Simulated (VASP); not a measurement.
# Fe (Fd-3m) in VASP: notebook

The runs below take Fe through relaxation of cell and atoms, single point, with BLYP.

Everything below comes from runs of VASP 6.6.1. Logs are shortened: lines on timing, memory, paths and dates and some standing lists are left out, and cuts for length are marked.

## (1) The structure

It takes space group Fd-3m (No. 227, cubic). Conventional cell: a = 5.029 Å, b = 5.029 Å, c = 5.029 Å, α = 90.00°, β = 90.00°, γ = 90.00°. Fe (site symmetry -43m) has 4 Fe at 2.18 Å as nearest neighbours.

The cell was built by a generator and needn't be a form met in nature.

## (2) Relaxation of cell and atoms, BLYP

Input file INCAR:

```
SYSTEM = Fe
PREC = Accurate
ENCUT = 600
EDIFF = 1E-7
ISMEAR = -1
SIGMA = 0.1
LREAL = .FALSE.
LASPH = .TRUE.
NELM = 100
ALGO = Normal
ISIF = 3
LWAVE = .FALSE.
LCHARG = .FALSE.
GGA = B5
ALDAX = 1.0
AGGAX = 1.0
AGGAC = 1.0
ALDAC = 0.0
IBRION = 2
NSW = 80
EDIFFG = -0.01
```

Input file KPOINTS:

```
Automatic mesh
0
G
  11 11 11
  0 0 0
```

Input file POSCAR:

```
Fe
1.0
    0.0000000000      2.5145090540      2.5145090540
    2.5145090540      0.0000000000      2.5145090540
    2.5145090540      2.5145090540      0.0000000000
Fe
2
Direct
    0.1250000000      0.1250000000      0.1250000000
    0.8750000000      0.8750000000      0.8750000000
```

Potentials or basis: VASP PAW PBE potentials, release 64 (Fe).

The run is started by

```
$ cat potpaw_PBE.64/Fe/POTCAR > POTCAR
$ mpirun -np 1 vasp_std > vasp.out
```

OUTCAR:

```text
SYSTEM = Fe
   PREC = Accurate
   ENCUT = 600
   EDIFF = 1E-7
   ISMEAR = -1
   LREAL = .FALSE.
   LASPH = .TRUE.
   NELM = 100
   ISIF = 3
   GGA = B5
   IBRION = 2
   NSW = 80
   EDIFFG = -0.01

 ion  position               nearest neighbor table
   1  0.125  0.125  0.125-   2 2.18   2 2.18   2 2.18   2 2.18
   2  0.875  0.875  0.875-   1 2.18   1 2.18   1 2.18   1 2.18

  LATTYP: Found a face centered cubic cell.
 ALAT       =     5.0290181080

  Lattice vectors:

 A1 = (   0.0000000000,   2.5145090540,   2.5145090540)
 A2 = (   2.5145090540,   0.0000000000,   2.5145090540)
 A3 = (   2.5145090540,   2.5145090540,   0.0000000000)

Analysis of symmetry for initial positions (statically):
=====================================================================
 Subroutine PRICEL returns:
 Original cell was already a primitive cell.

 Routine SETGRP: Setting up the symmetry group for a
 face centered cubic supercell.

 Subroutine GETGRP returns: Found 48 space group operations
 (whereof 12 operations were pure point group operations)
 out of a pool of 48 trial point group operations.

The static configuration has the point symmetry D_3d.
 The point group associated with its full space group is O_h .

Analysis of symmetry for dynamics (positions and initial velocities):
=====================================================================
 Subroutine PRICEL returns:
 Original cell was already a primitive cell.

 Routine SETGRP: Setting up the symmetry group for a
 face centered cubic supercell.

 Subroutine GETGRP returns: Found 48 space group operations
 (whereof 12 operations were pure point group operations)
 out of a pool of 48 trial point group operations.

The dynamic configuration has the point symmetry D_3d.
 The point group associated with its full space group is O_h .

 Subroutine INISYM returns: Found 48 space group operations
 (whereof 12 operations are pure point group operations),
 and found     1 'primitive' translations

----------------------------------------------------------------------------------------

                                     Primitive cell

  volume of cell :      31.7973

  direct lattice vectors                    reciprocal lattice vectors
     0.000000000  2.514509054  2.514509054    -0.198845973  0.198845973  0.198845973
     2.514509054  0.000000000  2.514509054     0.198845973 -0.198845973  0.198845973
     2.514509054  2.514509054  0.000000000     0.198845973  0.198845973 -0.198845973

  length of vectors
     3.556052807  3.556052807  3.556052807     0.344411328  0.344411328  0.344411328

  position of ions in fractional coordinates (direct lattice)
     0.125000000  0.125000000  0.125000000
     0.875000000  0.875000000  0.875000000

  ion indices of the primitive-cell ions
   primitive index   ion index
                 1           1
                 2           2

[... 69 lines left out ...]
   ENCUT  =  600.0 eV  44.10 Ry    6.64 a.u.   7.10  7.10  7.10*2*pi/ulx,y,z
   NELM   =    100;   NELMIN=  2; NELMDL= -5     # of ELM steps
   EDIFF  = 0.1E-06   stopping-criterion for ELM
   LREAL  =      F    real-space projection
   EDIFFG = -.1E-01   stopping-criterion for IOM
   NSW    =     80    number of steps for IOM
   IBRION =      2    ionic relax: 0-MD 1-quasi-New 2-CG
   NFREE  =      1    steps in history (QN), initial steepest desc. (CG)
   ISIF   =      3    stress and relaxation
   ISYM   =      2    0-nonsym 1-usesym 2-fastsym
   POTIM  = 0.5000    time-step for ionic-motion
   TEBEG  =    0.0;   TEEND  =   0.0 temperature during run
   PSTRESS=    0.0 pullay stress
   NELECT =      16.0000    total number of electrons
   NUPDOWN=      -1.0000    fix difference up-down
   EMIN   =  10.00;   EMAX   =-10.00  energy-range for DOS
   EFERMI =   0.00;   METHOD = LEGACY
   ISMEAR =    -1;   SIGMA  =   0.10  broadening in eV -4-tet -1-fermi 0-gaus
   EFERMI_NEDOS =   21; number of points for ismear=-14 and -15
   IALGO  =     38    algorithm
   IMIX   =      4    mixing-type and parameters
     AMIX     =   0.40;   BMIX     =  1.00
     AMIX_MAG =   1.60;   BMIX_MAG =  1.00
  volume/ion in A,a.u.               =      15.90       107.29
  Fermi-wavevector in a.u.,A,eV,Ry     =   1.302122  2.460653 23.068968  1.695521
  Thomas-Fermi vector in A             =   2.433211
   LORBIT       =      0    0 simple, 1 ext, 2 COOP (PROOUT), +10 PAW based schemes
   GGA     = B5    functional components
   LHFCALC =     F    Hartree Fock is set to
   AEXX    =    0.0000 exact exchange contribution
   IVDW    =     0    specifies the selected vdW correction
   LEPSILON=     F    determine dielectric tensor
   LRPA    =     F    only Hartree local field effects (RPA)
 conjugate gradient relaxation of ions
 non-spin polarized calculation
  energy-cutoff  :      600.00
  volume of cell :       31.80
 maximum number of plane-waves:      1071
   NGX = 15   NGY = 15   NGZ = 15

--------------------------------------- Ionic step        1  -------------------------------------------

 number of electron      16.0000002 magnetization

 Free energy of the ion-electron system (eV)
  ---------------------------------------------------
  ext. energy  EPLUGINS =         0.00000000
  ---------------------------------------------------
  free energy    TOTEN  =       -12.53086648 eV

  energy without entropy =      -12.43768779  energy(sigma->0) =      -12.48427713

 E-fermi :   3.3175     XC(G=0): -10.3954

 val. band max:        3.3160775338   @ k =   0.3636   0.1818   0.0000
 cond. band min:       3.3183470404   @ k =   0.4545   0.0909   0.0000
 fundamental gap:      0.0022695066
 Fermi energy:         3.3175245807

 k-point     1 :       0.0000    0.0000    0.0000
  band No.  band energies     occupation
      1      -2.7738      2.00000
      2       0.8927      2.00000
      3       0.8927      2.00000
      4       1.1187      2.00000
      5       1.1187      2.00000
      6       1.1187      2.00000
      7       2.9473      1.95186
      8       2.9473      1.95186
      9       2.9473      1.95186
     10       4.3696      0.00005
     11       4.3696      0.00005
     12      16.7470      0.00000
[... 416 lines left out ...]
--------------------------------------- Ionic step        3  -------------------------------------------

 number of electron      15.9999993 magnetization

 Free energy of the ion-electron system (eV)
  ---------------------------------------------------
  ext. energy  EPLUGINS =         0.00000000
  ---------------------------------------------------
  free energy    TOTEN  =       -12.57200832 eV

  energy without entropy =      -12.48514358  energy(sigma->0) =      -12.52857595

 E-fermi :   3.7833     XC(G=0): -10.6821

 val. band max:        3.7793546474   @ k =   0.4545   0.3636   0.0909
 cond. band min:       3.7850166981   @ k =   0.4545   0.0909   0.0000
 fundamental gap:      0.0056620506
 Fermi energy:         3.7832547147

 k-point     1 :       0.0000    0.0000    0.0000
  band No.  band energies     occupation
      1      -2.5663      2.00000
      2       1.1551      2.00000
      3       1.1551      2.00000
      4       1.4346      2.00000
      5       1.4346      2.00000
      6       1.4346      2.00000
      7       3.3851      1.96337
      8       3.3851      1.96337
      9       3.3851      1.96337
     10       4.9370      0.00002
     11       4.9370      0.00002
     12      17.8223      0.00000
[... 374 lines left out ...]
  FREE ENERGIE OF THE ION-ELECTRON SYSTEM (eV)
  ---------------------------------------------------
  free  energy   TOTEN  =       -12.5720083150 eV

  energy  without entropy=      -12.4851435824  energy(sigma->0) =      -12.52857595

 reached required accuracy - stopping structural energy minimisation
```

OSZICAR:

```text
N       E                     dE             d eps       ncg     rms          rms(c)
DAV:   1     0.926981658596E+02    0.92698E+02   -0.77508E+03  1344   0.173E+03
DAV:   2    -0.910237914530E+01   -0.10180E+03   -0.93250E+02  1344   0.293E+02
DAV:   3    -0.139243667229E+02   -0.48220E+01   -0.42075E+01  1760   0.771E+01
[... 28 lines left out ...]
DAV:   4    -0.125721949988E+02    0.47476E-02   -0.59720E-03  1416   0.101E+00    0.179E-01
DAV:   5    -0.125719886756E+02    0.20632E-03   -0.91898E-04  1864   0.356E-01    0.339E-02
DAV:   6    -0.125720076781E+02   -0.19003E-04   -0.56169E-05  1376   0.131E-01    0.470E-03
DAV:   7    -0.125720083902E+02   -0.71213E-06   -0.18132E-06  1508   0.253E-02    0.848E-04
DAV:   8    -0.125720083150E+02    0.75202E-07   -0.42419E-08   844   0.245E-03
   3 F= -.12572008E+02 E0= -.12528576E+02  d E =-.411418E-01
```

CONTCAR:

```text
Fe
   1.00000000000000
    -0.0000000000000000    2.4661879932400441    2.4661879932400441
     2.4661879932400441    0.0000000000000000    2.4661879932400441
     2.4661879932400441    2.4661879932400441   -0.0000000000000000
  Fe
     2
Direct
     0.1250000000000000    0.1250000000000000    0.1250000000000000
     0.8750000000000000    0.8750000000000000    0.8750000000000000

  0.00000000E+00  0.00000000E+00  0.00000000E+00
  0.00000000E+00  0.00000000E+00  0.00000000E+00
```

Wall time 80 s (1 thread of Intel Xeon Platinum 8375C at 2.90GHz (Ice Lake), shared host); peak memory 0.17 GiB.

Results:

- Free energy: -12.5720 eV
- Relaxed volume: 15.00 Å³/atom
- Relaxed cell: a = 3.488 Å, b = 3.488 Å, c = 3.488 Å, α = 60.00°, β = 60.00°, γ = 60.00°
- Space group after relaxing (to 0.05 Å): Fd-3m (No. 227)
- Energy gained by relaxing: 20.6 meV/atom
- Ionic steps: 3
- Pressure after relaxing: -0.1 GPa
- Band gap on the k mesh: none (metal or under the smearing width)

The path:
| step | energy change (eV) | largest force (eV/Å) | pressure (GPa) | volume (Å³) |
| --- | --- | --- | --- | --- |
| 1 | 0.0000 | 0.0000 | -6.92 | 31.80 |
| 2 | -0.0174 | 0.0000 | 6.32 | 28.74 |
| 3 | -0.0411 | 0.0000 | -0.05 | 30.00 |

Final structure:
```xyz
2
Lattice="0.0000 2.4662 2.4662 2.4662 0.0000 2.4662 2.4662 2.4662 0.0000" Properties=species:S:1:pos:R:3 pbc="T T T"
Fe    0.6165    0.6165    0.6165
Fe    4.3158    4.3158    4.3158
```

Caveat: the PAW data sets were made with another functional, which shifts forces and pressure a little; the run has no spin polarisation, though such a crystal can be magnetic. Spin polarisation is off, so any magnetic state and its effect on volume and gap are missing.

## (3) Single point, BLYP

This run uses another cell than the first one, of 16.31 Å³/atom, 1.026 times its volume.

Input file INCAR:

```
SYSTEM = Fe
PREC = Accurate
ENCUT = 520
EDIFF = 1E-7
ISMEAR = -1
SIGMA = 0.1
LREAL = .FALSE.
LASPH = .TRUE.
NELM = 100
ALGO = Normal
ISIF = 2
LWAVE = .FALSE.
LCHARG = .FALSE.
GGA = B5
ALDAX = 1.0
AGGAX = 1.0
AGGAC = 1.0
ALDAC = 0.0
NBANDS = 15
```

Input file KPOINTS:

```
regular mesh
0
G
  12 12 12
  0 0 0
```

Input file POSCAR:

```
Fe
1.0
    0.0000000000      2.5359519175      2.5359519175
    2.5359519175      0.0000000000      2.5359519175
    2.5359519175      2.5359519175      0.0000000000
Fe
2
Direct
    0.1250000000      0.1250000000      0.1250000000
    0.8750000000      0.8750000000      0.8750000000
```

Potentials or basis: VASP PAW PBE potentials, release 64 (Fe).

The run is started by

```
$ cat potpaw_PBE.64/Fe/POTCAR > POTCAR
$ mpirun -np 1 vasp_std > vasp.out
```

It took 47 s on 1 thread of Intel Xeon Platinum 8375C at 2.90GHz (Ice Lake), shared host; peak memory 0.17 GiB.

It converged, with:

- Free energy: -12.4889 eV
- Pressure: -9.3 GPa
- Band gap on the k mesh: none (metal or under the smearing width)

Levels at points of the mesh, in eV from the Fermi level:
| k point | band 4 | band 5 | band 6 | band 7 | band 8 | band 9 | band 10 | band 11 | band 12 | band 13 |
| --- | --- | --- | --- | --- | --- | --- | --- | --- | --- | --- |
| (0.00, 0.00, 0.00) | -2.14 | -2.14 | -2.14 | -0.36 | -0.36 | -0.36 | 1.01 | 1.01 | 13.17 | 13.17 |
| (0.50, 0.00, 0.00) | -2.20 | -2.14 | -2.14 | -0.81 | 0.12 | 0.12 | 0.80 | 0.80 | 2.09 | 9.71 |
| (0.50, 0.50, 0.00) | -2.07 | -1.33 | -1.33 | -0.63 | -0.63 | 0.98 | 0.98 | 2.45 | 2.45 | 5.12 |

Caveat: the PAW data sets were made with another functional, which shifts forces and pressure a little; the run has no spin polarisation, though such a crystal can be magnetic. Spin polarisation is off, so any magnetic state and its effect on volume and gap are missing.
